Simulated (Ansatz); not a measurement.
Input and command of a plane-wave DFT calculation in Ansatz:

```yaml
crystal:
  lattice:
    - [0.0, 1.7398545729, 1.8848424539]
    - [1.7398545729, 0.0, 1.8848424539]
    - [1.7398545729, 1.7398545729, 0.0]
  atoms:
    - { symbol: B, position: [0.0, 0.0, 0.0] }
    - { symbol: "N", position: [0.75, 0.75, 0.75] }
basis:
  ecutwfc: 420
kpoints:
  mp_grid: { grid: [12, 12, 12] }
hamiltonian:
  xc: pbe
scf:
  occupations: { method: gaussian, width: 0.05 }
output:
  forces: true
  stress: true
  eigenvalues: true
```

```bash
ansatz run input.yaml --threads 2 --pin off --max-ram 5120MiB --backend cpu --events-out ev --progress --plain --runs-dir out
```

Processor: Arm Neoverse V1, 2 threads, on a host shared with other jobs.

Estimate time, memory and problem size.

About 1.1 s on 2 threads of Arm Neoverse V1, with other jobs on the host, peak memory 0.27 GiB. It solves 8 bands at 163 k points (the mesh reduced by symmetry) with about 231 plane waves, in 6 SCF iterations.
